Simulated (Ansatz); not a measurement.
In, 2 atoms in the cell. The structure is hexagonal, space group P6_3/mmc (No. 194). The conventional cell has a = 3.335 Å, b = 3.335 Å, c = 5.509 Å, α = 90.00°, β = 90.00°, γ = 120.00°. In (site symmetry -6m2) is surrounded by 12 In at 3.34 to 3.36 Å. This isn't the form of In at room conditions, which is tetragonal.

| Property | Result |
| --- | --- |
| Program | Ansatz 0.2.0 |
| Task | relaxation of cell and atoms |
| Functional | PBE |
| Dispersion | D3(BJ) |
| Potentials or basis | Ansatz PAW |
| Cutoff | 420 eV (not typed: the program's choice for these potentials) |
| k mesh | 9 × 9 × 5 |
| Occupations | fermi-dirac, width 0.05 eV |
| Spin | no spin polarisation |

Potentials or basis: Ansatz PAW.

Command:

```console
$ ansatz run input.yaml --threads 2 --pin off --max-ram 5632MiB --backend cpu --events-out ev --progress --plain --runs-dir out
```

Hardware: 2 threads of Intel(R) Xeon(R) Processor @ 2.50GHz (Skylake/Cascade Lake), with other jobs on the host.

Q: How long does it take, and how much memory?

A: Wall time 10 s on 2 threads of Intel(R) Xeon(R) Processor @ 2.50GHz (Skylake/Cascade Lake), on a shared host, peak memory 0.37 GiB. Counts: scf iterations 22, plane waves 1039, k points 36, bands 17, ion steps 5.
